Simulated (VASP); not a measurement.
A run of VASP 6.6.1:

The input INCAR:

```
SYSTEM = NaCl
PREC     = Accurate       ! precision mode
ENCUT    = 520            ! plane-wave cutoff, eV
EDIFF    = 1E-6           ! SCF threshold, eV
ISMEAR   = 0              ! smearing method
SIGMA    = 0.05           ! smearing width, eV
LREAL    = .False.        ! projectors in reciprocal space
LASPH    = .True.         ! aspherical terms in the spheres
NELM     = 100            ! most SCF steps
ALGO     = Fast           ! electronic algorithm
ISIF     = 2              ! what is computed and relaxed
LWAVE    = .False.        ! write WAVECAR
LCHARG   = .False.        ! write CHGCAR
GGA      = PS             ! functional
NBANDS   = 14             ! bands
```

File KPOINTS:

```
regular mesh
0
Gamma
  8 8 8
  0 0 0
```

The input POSCAR:

```
NaCl
1.0
    3.3999137513      0.0000000000      0.0000000000
    0.0000000000      3.3999137513      0.0000000000
    0.0000000000      0.0000000000      3.3999137513
Na Cl
1 1
Direct
    0.0000000000      0.0000000000      0.0000000000
    0.5000000000      0.5000000000      0.5000000000
```

Potentials or basis: VASP PAW PBE potentials, release 64 (Na_pv, Cl).

The run is started by

```sh
$ cat potpaw_PBE.64/Na_pv/POTCAR potpaw_PBE.64/Cl/POTCAR > POTCAR
$ mpirun -np 1 vasp_std > vasp.out
```

Hardware: 1 thread of Intel(R) Xeon(R) 6975P-C (Granite Rapids) (shared host).

Task: How long does it take, and how much memory?

Result: Run time: 14 s on 1 thread of Intel(R) Xeon(R) 6975P-C (Granite Rapids), on a shared host, peak memory 0.15 GiB. Counts: scf iterations 13, k points 35.
